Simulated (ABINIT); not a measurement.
Wanted: the native input for an ABINIT 10.8.3 (patched build) run.

| Property | Result |
| --- | --- |
| Task | single point |
| Functional | PBE |
| Potentials or basis | JTH PAW PBE v2.0 |
| Cutoff | 435 eV |
| k mesh | 8 × 8 × 5 |
| Occupations | fermi-dirac, width 0.05 eV |
| Spin | no spin polarisation |
| Fine-grid cutoff | 870.764 eV |
| Exchange and correlation inside the PAW spheres | full angular mesh (pawxcdev 0, this build's default; the released program takes 1) |

The structure of PtSe2 (Sudovikovite) lies in POSCAR:

```
PtSe2
1.0
    3.7240000000      0.0000000000      0.0000000000
   -1.8620000000      3.2250786037      0.0000000000
    0.0000000000      0.0000000000      5.0620000000
Pt Se
1 2
Direct
    0.0000000000      0.0000000000      0.0000000000  Pt
    0.6666666667      0.3333333333      0.7500000000  Se
    0.3333333333      0.6666666667      0.2500000000  Se
```

These files were run (other wordings do the same):

run.abi

```
# Pseudopotentials
pp_dirpath "./"
pseudos "Pt.GGA_PBE-JTH.xml, Se.GGA_PBE-JTH.xml"

# Structure
structure "poscar:POSCAR"
natom 3

# Plane-wave basis
ecut 16.0
pawecutdg 32.0

# k points
kptopt 1
ngkpt 8 8 5
nshiftk 1
shiftk 0.0 0.0 0.0

# Exchange and correlation
ixc 11

# Bands and occupations
nband 15
occopt 3
tsmear 0.05 eV

# SCF cycle
nstep 100
tolvrs 1.0e-9

# Output
iomode 3
prtwf 0
prteig 0
prtebands 0
enunit 1
prtden 1
prtvha 1
prtvclmb 1
prtpot 1
```

Potentials or basis: JTH PAW PBE v2.0.

The run is started by

```sh
$ abinit run.abi > log 2>&1
```

It gave:

The pressure is 7.9 GPa. The largest force is 0.694 eV/Å and the band gap on the k mesh is none (metal or under the smearing width).

Caveat: the atomic spheres overlap.

Run time: 31 s on 1 thread of Intel(R) Xeon(R) Platinum 8488C (Sapphire Rapids), on a shared host, peak memory 0.13 GiB.
